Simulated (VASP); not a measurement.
Set up this calculation in VASP 6.6.1, as the native input.

```
Task                   : band structure
Functional             : AM05
Potentials or basis    : VASP PAW PBE potentials, release 64 (Cs_sv)
Cutoff                 : 520 eV
k mesh                 : 7 × 7 × 7
Occupations            : methfessel-paxton, width 0.1 eV
Spin                   : no spin polarisation
Further INCAR settings : ALGO = Normal; EDIFF = 1e-06; NBANDS = 10
```

Cs:

```
Cs
1.0
    -2.75008    2.75008    4.09724
     2.75008   -2.75008    4.09724
     2.75008    2.75008   -4.09724
Cs
1
Direct
  0.00000 0.00000 0.00000
```

This isn't the form of Cs at room conditions, which is bcc.

One way to write it, as run:

POSCAR

```
Cs
5.6492
   -0.486807948028      0.486807948028      0.725277734901
    0.486807948028     -0.486807948028      0.725277734901
    0.486807948028      0.486807948028     -0.725277734901
Cs
1
Direct
    0.0000000000      0.0000000000      0.0000000000
```

INCAR.step1

```
SYSTEM = Cs
PREC = Accurate
ENCUT = 520
EDIFF = 1E-6
ISMEAR = 1
SIGMA = 0.1
LREAL = .False.
LASPH = .True.
NELM = 80
ALGO = Normal
ISIF = 2
LWAVE = .False.
LCHARG = .True.
GGA = AM
NBANDS = 10
```

KPOINTS.step1

```
Automatic mesh
0
Gamma
  7 7 7
  0 0 0
```

INCAR.step2

```
SYSTEM = Cs
PREC = Accurate
ENCUT = 520
EDIFF = 1E-6
ISMEAR = 0
SIGMA = 0.05
LREAL = .False.
LASPH = .True.
NELM = 80
ALGO = Normal
ISIF = 2
LWAVE = .False.
LCHARG = .False.
GGA = AM
NBANDS = 10
ICHARG = 11
```

KPOINTS.step2

```
path GXYSGZS1NPY1Z,XP
20
line-mode
reciprocal
 0.0000000000  0.0000000000  0.0000000000  G
 0.0000000000  0.0000000000  0.5000000000  X

 0.0000000000  0.0000000000  0.5000000000  X
-0.2252561381  0.2252561381  0.5000000000  Y

-0.2252561381  0.2252561381  0.5000000000  Y
-0.3626280691  0.3626280691  0.3626280691  S

-0.3626280691  0.3626280691  0.3626280691  S
 0.0000000000  0.0000000000  0.0000000000  G

 0.0000000000  0.0000000000  0.0000000000  G
 0.5000000000  0.5000000000 -0.5000000000  Z

 0.5000000000  0.5000000000 -0.5000000000  Z
 0.3626280691  0.6373719309 -0.3626280691  S1

 0.3626280691  0.6373719309 -0.3626280691  S1
 0.0000000000  0.5000000000  0.0000000000  N

 0.0000000000  0.5000000000  0.0000000000  N
 0.2500000000  0.2500000000  0.2500000000  P

 0.2500000000  0.2500000000  0.2500000000  P
 0.5000000000  0.5000000000 -0.2252561381  Y1

 0.5000000000  0.5000000000 -0.2252561381  Y1
 0.5000000000  0.5000000000 -0.5000000000  Z

 0.0000000000  0.0000000000  0.5000000000  X
 0.2500000000  0.2500000000  0.2500000000  P
```

Potentials or basis: VASP PAW PBE potentials, release 64 (Cs_sv).

Run with:

```sh
$ cat potpaw_PBE.64/Cs_sv/POTCAR > POTCAR
$ cp INCAR.step1 INCAR
$ cp KPOINTS.step1 KPOINTS
$ mpirun -np 1 vasp_std > vasp.out
$ cp INCAR.step2 INCAR
$ cp KPOINTS.step2 KPOINTS
$ mpirun -np 1 vasp_std > vasp.out
```

It gave:

* Band gap along the path: none (metal or under the smearing width)

Caveat: the log is that of the step along the path at fixed density, whose energy, stress, charges and moments have no meaning; spin-orbit coupling is left out, which moves the levels of the heavy elements.

It took 92 s on 1 thread of Intel(R) Xeon(R) Platinum 8488C (Sapphire Rapids) (shared host), peak memory 0.41 GiB.
